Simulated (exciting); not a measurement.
The system is MgO.

```xyz
2
Lattice="0.0000 2.0970 2.0970 2.0970 0.0000 2.0970 2.0970 2.0970 0.0000" Properties=species:S:1:pos:R:3 pbc="T T T"
Mg    0.0000    0.0000    0.0000
O     2.0970    2.0970    2.0970
```

The cell is a database's computed one.

Base run:

```yaml
Program: exciting (release sodium)
Functional: RPBE
Potentials_or_basis: all-electron LAPW+lo, shipped species files, valence relativity iora*
rgkmax: 7.5
k_mesh: 11 × 11 × 11
Occupations: fermi-dirac, width 0.05 eV
Spin: no spin polarisation
```

Its results: band gap on the k mesh 4.99 eV, direct.

Question: The run is repeated on the same cell with these changes: functional from RPBE to LDA. What comes out?

Answer: Band gap on the k mesh 4.78 eV, direct.
